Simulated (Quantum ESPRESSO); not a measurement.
Crystal: Tb.

```
CELL_PARAMETERS angstrom
0.00000 2.51997 2.51997
2.51997 0.00000 2.51997
2.51997 2.51997 0.00000
ATOMIC_POSITIONS crystal
Tb 0.00000 0.00000 0.00000
```

This isn't the form of Tb at room conditions, which is hcp.

| Quantity | Value |
| --- | --- |
| Program | Quantum ESPRESSO 7.5 |
| Task | single point |
| Functional | PBE |
| Potentials or basis | SSSP 1.3 efficiency PBE |
| Cutoff | 748 eV |
| Density cutoff | 5987 eV |
| k mesh | 9 × 9 × 9 |
| Occupations | fermi-dirac, width 0.05 eV |
| Spin | collinear spin, ferromagnetic start |
| Starting moments | [6.0] μB |

On this cell: pressure -0.5 GPa; net moment 5.88 μB per cell; site moments Tb +5.87 μB; band gap on the k mesh none (metal or under the smearing width).

The same run follows on a disturbed copy (cell strained at random at fixed volume):

```
Tb
1.0
    -0.04084    2.58236    2.45205
     2.49875   -0.01184    2.42305
     2.51580    2.57041   -0.02889
Tb
1
Direct
  0.98506 0.00114 0.02517
```

Q: What changes?

A: The energy (extrapolated to zero smearing) moves by +5.7 meV/atom; pressure -0.5 GPa; net moment 5.90 μB per cell; site moments Tb +5.87 μB; band gap on the k mesh none (metal or under the smearing width).

Stress tensor (GPa, compression positive):
```
-0.50  0.28  0.74
 0.28 -1.09  0.00
 0.74  0.00  0.20
```

Caveats: the magnetic or orbital state may not be the lowest; spin-orbit coupling is left out, which moves the levels of the heavy elements.
